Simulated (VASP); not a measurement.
# ZnS (P6_3mc) in VASP: notebook

ZnS is run at these levels: PBE; tasks: single point.

Everything below comes from runs of VASP 6.6.1. Logs are shortened: lines on timing, memory, paths and dates and some standing lists are left out, and cuts for length are marked.

**Measured values to compare with.**

A printed reference work, monograph reports, for a bulk crystal of ZnS at 4 K: band gap 3.911 eV (direct).

The runs below are set against these values where they give the same quantity.

## (1) The cell of the first run

Symmetry: P6_3mc, No. 186, hexagonal system. The conventional cell has a = 3.764 Å, b = 3.764 Å, c = 6.186 Å, α = 90.00°, β = 90.00°, γ = 120.00°. Within 3.1 Å of Zn (site symmetry 3m) lie 4 S at 2.31 Å. Within 3.1 Å of S (site symmetry 3m) lie 4 Zn at 2.31 Å.

## (2) Single point, PBE (volume scaled by 0.94, then relaxed in part)

The input, INCAR:

```
ALGO = Normal
EDIFF = 1E-7
ENCUT = 520
GGA = PE
ISIF = 2
ISMEAR = 0
LASPH = T
LCHARG = F
LREAL = F
LWAVE = F
NBANDS = 26
NELM = 80
PREC = Accurate
SIGMA = 0.02
```

The input, KPOINTS:

```
k-points
0
Gamma
  12 12 6
```

The input, POSCAR:

```
ZnS
1.0
    3.7640357091      0.0000000000      0.0000000000
   -1.8820178546      3.2597505448      0.0000000000
    0.0000000000      0.0000000000      6.1860348628
Zn S
2 2
Direct
    0.3333333333      0.6666666667      0.0055659376
    0.6666666667      0.3333333333      0.5055659376
    0.3333333333      0.6666666667      0.3794340524
    0.6666666667      0.3333333333      0.8794340524
```

Potentials or basis: VASP PAW PBE potentials, release 64 (Zn, S).

Command:

```
$ cat potpaw_PBE.64/Zn/POTCAR potpaw_PBE.64/S/POTCAR > POTCAR
$ mpirun -np 1 vasp_std > vasp.out
```

OUTCAR:

```text
EDIFF = 1E-7
   ENCUT = 520
   GGA = PE
   ISIF = 2
   ISMEAR = 0
   LASPH = T
   LREAL = F
   NELM = 80
   PREC = Accurate

 ion  position               nearest neighbor table
   1  0.333  0.667  0.006-   4 2.31   4 2.31   4 2.31   3 2.31
   2  0.667  0.333  0.506-   3 2.31   3 2.31   3 2.31   4 2.31
   3  0.333  0.667  0.379-   2 2.31   2 2.31   2 2.31   1 2.31
   4  0.667  0.333  0.879-   1 2.31   1 2.31   1 2.31   2 2.31

  LATTYP: Found a hexagonal cell.
 ALAT       =     3.7640357091
 C/A-ratio  =     1.6434580702

  Lattice vectors:

 A1 = (   3.7640357091,   0.0000000000,   0.0000000000)
 A2 = (  -1.8820178546,   3.2597505448,   0.0000000000)
 A3 = (   0.0000000000,   0.0000000000,   6.1860348628)

Analysis of symmetry for initial positions (statically):
=====================================================================
 Subroutine PRICEL returns:
 Original cell was already a primitive cell.

 Routine SETGRP: Setting up the symmetry group for a
 hexagonal supercell.

 Subroutine GETGRP returns: Found 12 space group operations
 (whereof  6 operations were pure point group operations)
 out of a pool of 24 trial point group operations.

The static configuration has the point symmetry C_3v.
 The point group associated with its full space group is C_6v.

Analysis of symmetry for dynamics (positions and initial velocities):
=====================================================================
 Subroutine PRICEL returns:
 Original cell was already a primitive cell.

 Routine SETGRP: Setting up the symmetry group for a
 hexagonal supercell.

 Subroutine GETGRP returns: Found 12 space group operations
 (whereof  6 operations were pure point group operations)
 out of a pool of 24 trial point group operations.

The dynamic configuration has the point symmetry C_3v.
 The point group associated with its full space group is C_6v.

 Subroutine INISYM returns: Found 12 space group operations
 (whereof  6 operations are pure point group operations),
 and found     1 'primitive' translations

----------------------------------------------------------------------------------------

                                     Primitive cell

  volume of cell :      75.9015

  direct lattice vectors                    reciprocal lattice vectors
     3.764035709  0.000000000  0.000000000     0.265672294  0.153385970  0.000000000
    -1.882017855  3.259750545  0.000000000     0.000000000  0.306771940  0.000000000
     0.000000000  0.000000000  6.186034863     0.000000000  0.000000000  0.161654440

  length of vectors
     3.764035709  3.764035709  6.186034863     0.306771940  0.306771940  0.161654440

  position of ions in fractional coordinates (direct lattice)
     0.333333333  0.666666667  0.005565938
     0.666666667  0.333333333  0.505565938
     0.333333333  0.666666667  0.379434052
     0.666666667  0.333333333  0.879434052

  ion indices of the primitive-cell ions
   primitive index   ion index
                 1           1
                 2           2
                 3           3
                 4           4

----------------------------------------------------------------------------------------

 KPOINTS: k-points

Automatic generation of k-mesh.
 Grid dimensions read from file:
 generate k-points for:   12   12    6

 Generating k-lattice:

  Cartesian coordinates                     Fractional coordinates (reciprocal lattice)
     0.022139358  0.012782164  0.000000000     0.083333333  0.000000000  0.000000000
     0.000000000  0.025564328  0.000000000     0.000000000  0.083333333  0.000000000
     0.000000000  0.000000000  0.026942407     0.000000000  0.000000000  0.166666667

  Length of vectors
     0.025564328  0.025564328  0.026942407

  Shift w.r.t. Gamma in fractional coordinates (k-lattice)
     0.000000000  0.000000000  0.000000000

 Subroutine IBZKPT returns following result:
 ===========================================

 Found     76 irreducible k-points:

 Following reciprocal coordinates:
            Coordinates               Weight
  0.000000  0.000000  0.000000      1.000000
  0.083333  0.000000  0.000000      6.000000
  0.166667  0.000000  0.000000      6.000000
  0.250000  0.000000  0.000000      6.000000
  0.333333  0.000000  0.000000      6.000000
  0.416667 -0.000000  0.000000      6.000000
[... 16 lines left out ...]
  0.250000  0.000000  0.166667     12.000000
  0.333333  0.000000  0.166667     12.000000
 [... further k-points ...]
   k-points           NKPTS =     76   k-points in BZ     NKDIM =     76   number of bands    NBANDS=     26
   number of dos      NEDOS =    301   number of ions     NIONS =      4
   total plane-waves  NPLWV =  37632
   dimension x,y,z NGX =    28 NGY =   28 NGZ =   48
   dimension x,y,z NGXF=    56 NGYF=   56 NGZF=   96
   ions per type =               2   2
   NGX,Y,Z   is equivalent  to a cutoff of  12.37, 12.37, 12.90 a.u.
   NGXF,Y,Z  is equivalent  to a cutoff of  24.73, 24.73, 25.80 a.u.
 SYSTEM =  unknown system
   PREC   = accura    normal or accurate (medium, high low for compatibility)
   ISTART =      0    job   : 0-new  1-cont  2-samecut
   ICHARG =      2    charge: 1-file 2-atom 10-const
   ISPIN  =      1    spin polarized calculation?
   LNONCOLLINEAR =      F non collinear calculations
   LSORBIT =      F    spin-orbit coupling
   LASPH  =      T    aspherical Exc in radial PAW
   ENCUT  =  520.0 eV  38.22 Ry    6.18 a.u.   7.00  7.00 11.50*2*pi/ulx,y,z
   NELM   =     80;   NELMIN=  2; NELMDL= -5     # of ELM steps
   EDIFF  = 0.1E-06   stopping-criterion for ELM
   LREAL  =      F    real-space projection
   EDIFFG = 0.1E-05   stopping-criterion for IOM
   NSW    =      0    number of steps for IOM
   IBRION =     -1    ionic relax: 0-MD 1-quasi-New 2-CG
   NFREE  =      0    steps in history (QN), initial steepest desc. (CG)
   ISIF   =      2    stress and relaxation
   ISYM   =      2    0-nonsym 1-usesym 2-fastsym
   POTIM  = 0.5000    time-step for ionic-motion
   TEBEG  =    0.0;   TEEND  =   0.0 temperature during run
   PSTRESS=    0.0 pullay stress
   NELECT =      36.0000    total number of electrons
   NUPDOWN=      -1.0000    fix difference up-down
   EMIN   =  10.00;   EMAX   =-10.00  energy-range for DOS
   EFERMI =   0.00;   METHOD = LEGACY
   ISMEAR =     0;   SIGMA  =   0.02  broadening in eV -4-tet -1-fermi 0-gaus
   EFERMI_NEDOS =   21; number of points for ismear=-14 and -15
   IALGO  =     38    algorithm
   IMIX   =      4    mixing-type and parameters
     AMIX     =   0.40;   BMIX     =  1.00
     AMIX_MAG =   1.60;   BMIX_MAG =  1.00
  volume/ion in A,a.u.               =      18.98       128.05
  Fermi-wavevector in a.u.,A,eV,Ry     =   1.276710  2.412632 22.177330  1.629988
  Thomas-Fermi vector in A             =   2.409350
   LORBIT       =      0    0 simple, 1 ext, 2 COOP (PROOUT), +10 PAW based schemes
   GGA     = PE    functional components
   LHFCALC =     F    Hartree Fock is set to
   AEXX    =    0.0000 exact exchange contribution
   IVDW    =     0    specifies the selected vdW correction
   LEPSILON=     F    determine dielectric tensor
   LRPA    =     F    only Hartree local field effects (RPA)
 non-spin polarized calculation
 Gauss-broadening in eV      SIGMA  =   0.02
  energy-cutoff  :      520.00
  volume of cell :       75.90
 maximum number of plane-waves:      2067
 NGX is ok and might be reduce to    28
   NGX = 13   NGY = 13   NGZ = 23

 number of electron      36.0000009 magnetization

 Free energy of the ion-electron system (eV)
  ---------------------------------------------------
  ext. energy  EPLUGINS =         0.00000000
  ---------------------------------------------------
  free energy    TOTEN  =       -13.61805806 eV

  energy without entropy =      -13.61805806  energy(sigma->0) =      -13.61805806

 E-fermi :   2.6376     XC(G=0):  -9.8085

 val. band max:        2.5003044703   @ k =   0.0000   0.0000   0.0000
 cond. band min:       4.8566808503   @ k =   0.0000   0.0000   0.0000
 fundamental gap:      2.3563763800
 Fermi energy:         2.6375503165

 k-point     1 :       0.0000    0.0000    0.0000
  band No.  band energies     occupation
      1     -10.9493      2.00000
      2      -9.9489      2.00000
      3      -4.0132      2.00000
      4      -3.9952      2.00000
      5      -3.9952      2.00000
      6      -3.9066      2.00000
[... 18 lines left out ...]
     25      10.2107      0.00000
     26      11.9208      0.00000

 k-point     2 :       0.0833    0.0000    0.0000
  band No.  band energies     occupation
      1     -10.8989      2.00000
      2      -9.9201      2.00000
      3      -4.0078      2.00000
      4      -3.9951      2.00000
      5      -3.9850      2.00000
      6      -3.9023      2.00000
[... 18 lines left out ...]
     25      10.4349      0.00000
     26      11.5655      0.00000

 k-point     3 :       0.1667    0.0000    0.0000
  band No.  band energies     occupation
      1     -10.7545      2.00000
      2      -9.8420      2.00000
      3      -4.0147      2.00000
      4      -3.9733      2.00000
      5      -3.9585      2.00000
      6      -3.8837      2.00000
[... 18 lines left out ...]
     25      10.8107      0.00000
     26      11.0531      0.00000

 k-point     4 :       0.2500    0.0000    0.0000
  band No.  band energies     occupation
      1     -10.5370      2.00000
      2      -9.7394      2.00000
      3      -4.0218      2.00000
      4      -3.9459      2.00000
      5      -3.9271      2.00000
      6      -3.8355      2.00000
[... 18 lines left out ...]
     25      11.0983      0.00000
     26      11.4241      0.00000
[... 496 lines left out ...]
      1     -10.7014      2.00000
      2      -9.9130      2.00000
      3      -4.0246      2.00000
      4      -3.9685      2.00000
      5      -3.9531      2.00000
      6      -3.8948      2.00000
[... 18 lines left out ...]
     25      10.8621      0.00000
     26      11.0741      0.00000

 k-point    23 :       0.2500    0.0000    0.1667
  band No.  band energies     occupation
      1     -10.4889      2.00000
      2      -9.7989      2.00000
      3      -4.0310      2.00000
      4      -3.9497      2.00000
      5      -3.9194      2.00000
      6      -3.8445      2.00000
[... 18 lines left out ...]
     25      11.2122      0.00000
     26      11.6917      0.00000

 k-point    24 :       0.3333    0.0000    0.1667
  band No.  band energies     occupation
      1     -10.2443      2.00000
      2      -9.6943      2.00000
      3      -4.0253      2.00000
      4      -3.9274      2.00000
      5      -3.8920      2.00000
      6      -3.7589      2.00000
[... 18 lines left out ...]
     25      11.4032      0.00000
     26      12.4558      0.00000

 [... further k-points ...]
[... 5 lines left out ...]
  --------------------------------------------------------------------------------------
  -------------------------------------------------------------------------------------
  Total        2.4121521      2.4121521      2.3889928     -0.0000000     -0.0000000      0.0000000
  in kB       50.9172352     50.9172352     50.4283742     -0.0000000     -0.0000000      0.0000000
  external PRESSURE =      50.7542815 kB  Pullay stress =       0.0000000 kB

 VOLUME and BASIS-vectors are now :
 -----------------------------------------------------------------------------
  energy-cutoff  :      520.00
  volume of cell :       75.90
      direct lattice vectors                 reciprocal lattice vectors
     3.764035709  0.000000000  0.000000000     0.265672294  0.153385970  0.000000000
    -1.882017855  3.259750545  0.000000000     0.000000000  0.306771940  0.000000000
     0.000000000  0.000000000  6.186034863     0.000000000  0.000000000  0.161654440

 POSITION                                       TOTAL-FORCE (eV/Angst)
 -----------------------------------------------------------------------------------
     -0.00000      2.17317      0.03443        -0.000000      0.000000      0.005746
      1.88202      1.08658      3.12745         0.000000      0.000000      0.005746
     -0.00000      2.17317      2.34719         0.000000      0.000000     -0.005746
      1.88202      1.08658      5.44021        -0.000000      0.000000     -0.005746
 -----------------------------------------------------------------------------------
    total drift:                               -0.000001     -0.000001     -0.001062

  FREE ENERGIE OF THE ION-ELECTRON SYSTEM (eV)
  ---------------------------------------------------
  free  energy   TOTEN  =       -13.6180580580 eV

  energy  without entropy=      -13.6180580580  energy(sigma->0) =      -13.61805806
```

Wall time 84 s (1 thread of Intel Xeon 6975P-C (Granite Rapids), shared host); peak memory 0.26 GiB.

Results:

```
Free energy            : -13.6181 eV
Pressure               : 5.1 GPa
Largest force          : 0.006 eV/Å
Band gap on the k mesh : 2.36 eV, direct
```

Forces in eV/Å, atoms in the order of the input:
```
Zn   0.000  0.000  0.006
Zn   0.000  0.000  0.006
S    0.000  0.000 -0.006
S    0.000  0.000 -0.006
```

 A k mesh can miss the band edges.

## (3) Single point, PBE (volume scaled by 0.97, then relaxed in part)

The input, INCAR:

```
PREC = Accurate
ENCUT = 520
EDIFF = 1E-6
ISMEAR = 0
SIGMA = 0.02
LREAL = False
LASPH = True
NELM = 60
ALGO = Normal
ISIF = 2
LWAVE = False
LCHARG = False
GGA = PE
NBANDS = 26
```

The input, KPOINTS:

```
regular mesh
0
Gamma
  12 12 6
```

The input, POSCAR:

```
ZnS
1.0
    3.8068867792      0.0000000000      0.0000000000
   -1.9034433896      3.2968606601      0.0000000000
    0.0000000000      0.0000000000      6.2405632956
Zn S
2 2
Direct
    0.3333333333      0.6666666667      0.0052037217
    0.6666666667      0.3333333333      0.5052037217
    0.3333333333      0.6666666667      0.3797962683
    0.6666666667      0.3333333333      0.8797962683
```

Potentials or basis: VASP PAW PBE potentials, release 64 (Zn, S).

Command:

```
$ cat potpaw_PBE.64/Zn/POTCAR potpaw_PBE.64/S/POTCAR > POTCAR
$ mpirun -np 1 vasp_std > vasp.out
```

OUTCAR:

```text
PREC = Accurate
   ENCUT = 520
   EDIFF = 1E-6
   ISMEAR = 0
   LREAL = False
   LASPH = True
   NELM = 60
   ISIF = 2
   GGA = PE

 ion  position               nearest neighbor table
   1  0.333  0.667  0.005-   4 2.33   4 2.33   4 2.33   3 2.34
   2  0.667  0.333  0.505-   3 2.33   3 2.33   3 2.33   4 2.34
   3  0.333  0.667  0.380-   2 2.33   2 2.33   2 2.33   1 2.34
   4  0.667  0.333  0.880-   1 2.33   1 2.33   1 2.33   2 2.34

  LATTYP: Found a hexagonal cell.
[... 896 lines left out ...]
  FORCE on cell =-STRESS in cart. coord.  units (eV):
  Direction    XX          YY          ZZ          XY          YZ          ZX
  --------------------------------------------------------------------------------------
  -------------------------------------------------------------------------------------
  Total        1.1650467      1.1650467      1.2014805      0.0000000     -0.0000000      0.0000000
  in kB       23.8319486     23.8319486     24.5772312      0.0000000     -0.0000000      0.0000000
  external PRESSURE =      24.0803761 kB  Pullay stress =       0.0000000 kB

 VOLUME and BASIS-vectors are now :
 -----------------------------------------------------------------------------
  energy-cutoff  :      520.00
  volume of cell :       78.32
      direct lattice vectors                 reciprocal lattice vectors
     3.806886779  0.000000000  0.000000000     0.262681834  0.151659427  0.000000000
    -1.903443390  3.296860660  0.000000000     0.000000000  0.303318855  0.000000000
     0.000000000  0.000000000  6.240563296     0.000000000  0.000000000  0.160241945

 POSITION                                       TOTAL-FORCE (eV/Angst)
 -----------------------------------------------------------------------------------
     -0.00000      2.19791      0.03247         0.000000     -0.000000      0.007061
      1.90344      1.09895      3.15276        -0.000000      0.000000      0.007061
     -0.00000      2.19791      2.37014         0.000000     -0.000000     -0.007061
      1.90344      1.09895      5.49042        -0.000000      0.000000     -0.007061
 -----------------------------------------------------------------------------------
    total drift:                               -0.000000     -0.000000     -0.000392

  FREE ENERGIE OF THE ION-ELECTRON SYSTEM (eV)
  ---------------------------------------------------
  free  energy   TOTEN  =       -13.6745304134 eV

  energy  without entropy=      -13.6745304134  energy(sigma->0) =      -13.67453041
```

OSZICAR:

```text
N       E                     dE             d eps       ncg     rms          rms(c)
DAV:   1     0.241832128100E+03    0.24183E+03   -0.17105E+04  3960   0.167E+03
DAV:   2     0.942897726261E+01   -0.23240E+03   -0.22185E+03  4128   0.347E+02
DAV:   3    -0.139621815674E+02   -0.23391E+02   -0.23170E+02  4756   0.110E+02
DAV:   4    -0.145217097737E+02   -0.55953E+00   -0.55831E+00  4642   0.172E+01
DAV:   5    -0.145302878647E+02   -0.85781E-02   -0.85756E-02  4744   0.209E+00    0.989E+00
DAV:   6    -0.136846889999E+02    0.84560E+00   -0.16369E+00  5922   0.371E+01    0.759E+00
DAV:   7    -0.136804461041E+02    0.42429E-02   -0.12438E+00  4188   0.653E+00    0.346E+00
DAV:   8    -0.136737256535E+02    0.67205E-02   -0.34827E-02  4860   0.175E+00    0.979E-01
DAV:   9    -0.136741717942E+02   -0.44614E-03   -0.93142E-03  5328   0.130E+00    0.230E-01
DAV:  10    -0.136743122702E+02   -0.14048E-03   -0.58388E-04  4582   0.332E-01    0.943E-02
DAV:  11    -0.136745275184E+02   -0.21525E-03   -0.33347E-04  4090   0.121E-01    0.544E-02
DAV:  12    -0.136745271554E+02    0.36301E-06   -0.13948E-05  4812   0.402E-02    0.104E-02
DAV:  13    -0.136745303514E+02   -0.31960E-05   -0.52400E-06  4092   0.176E-02    0.240E-03
DAV:  14    -0.136745304134E+02   -0.62017E-07   -0.57178E-07  3224   0.156E-02
   1 F= -.13674530E+02 E0= -.13674530E+02  d E =-.331004E-32
```

It took 89 s on 1 thread of Intel Xeon 6975P-C (Granite Rapids), shared host; peak memory 0.26 GiB.

Results:

```
Free energy            : -13.6745 eV
Pressure               : 2.4 GPa
Largest force          : 0.007 eV/Å
Band gap on the k mesh : 2.22 eV, direct
```

Forces on the atoms (eV/Å):
```
Zn   0.000  0.000  0.007
Zn   0.000  0.000  0.007
S    0.000  0.000 -0.007
S    0.000  0.000 -0.007
```

Levels at points of the mesh, in eV from the valence-band top:
```
           k point  band 14  band 15  band 16  band 17  band 18  band 19  band 20  band 21  band 22  band 23
(0.00, 0.00, 0.00)    -0.90    -0.90    -0.08     0.00     0.00     2.22     3.10     6.31     6.31     6.58
(0.50, 0.00, 0.00)    -4.13    -3.29    -2.25    -1.69    -0.89     3.66     4.26     5.12     6.91     7.42
(0.00, 0.00, 0.50)    -2.87    -0.47    -0.47    -0.47    -0.47     3.57     3.57     6.76     6.76     6.76
(0.50, 0.00, 0.50)    -4.88    -1.64    -1.64    -1.62    -1.62     3.55     3.55     5.22     5.22     8.83
```

 A k mesh can miss the band edges.

(Continued in part 2 of 2.)
